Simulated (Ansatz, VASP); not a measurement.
SiC in VASP and in Ansatz

INCAR

```
PREC = Accurate
ENCUT = 520
EDIFF = 1E-6
ISMEAR = -1
SIGMA = 0.02
LREAL = False
LASPH = True
NELM = 80
ALGO = Normal
ISIF = 2
LWAVE = False
LCHARG = False
GGA = PE
NBANDS = 11
```

Contents of KPOINTS:

```
regular mesh
0
Gamma
  10 10 10
```

File POSCAR:

```
SiC
1.0
    0.0000000000      2.1780523450      2.1780523450
    2.1344912981      0.0000000000      2.1780523450
    2.1344912981      2.1780523450      0.0000000000
Si C
1 1
Direct
    0.0000000000      0.0000000000      0.0000000000
    0.2500000000      0.2500000000      0.2500000000
```

Input for Ansatz:

```yaml
crystal:
  lattice:
    - [0.0, 2.178052345, 2.178052345]
    - [2.1344912981, 0.0, 2.178052345]
    - [2.1344912981, 2.178052345, 0.0]
  atoms:
    - { symbol: Si, position: [0.0, 0.0, 0.0] }
    - { symbol: C, position: [0.25, 0.25, 0.25] }
kpoints:
  mp_grid: { grid: [10, 10, 10] }
  band_path:
    path:
      - [0.0, 0.0, 0.0]
      - [-0.5, -0.5, 0.0]
      - [-0.375, -0.375, 0.25]
      - [-0.375, 0.0, 0.375]
      - [0.0, 0.0, 0.5]
      - [-0.5, -0.25, 0.25]
    npoints: 1
hamiltonian:
  xc: pbe
scf:
  occupations: { method: fermi_dirac, width: 0.02 }
  n_extra_bands: 4
output:
  forces: true
  stress: true
  eigenvalues: true
```

Change from the starting cell: uniaxial_x strain -2.0%.

Alike in both runs: task single point; functional PBE; k mesh 10 × 10 × 10; occupations fermi-dirac, width 0.02 eV; no spin polarisation.

```csv
,VASP,Ansatz
version,VASP 6.6.1,Ansatz 0.2.0
potentials or method,"VASP PAW PBE potentials, release 64 (Si, C)","plane waves, PAW"
plane-wave cutoff (eV),520,420
valence electrons in the cell,8,8
```

Ansatz gave:

- gap on the k mesh at the Fermi level (eV): 1.13
- pressure (GPa): 8.3
- largest component of the traceless stress (GPa): 3.31

Which values does VASP return?

gap on the k mesh at the Fermi level (eV): 1.13; pressure (GPa): 8.2; largest component of the traceless stress (GPa): 3.32.

A k mesh can miss the band edges.
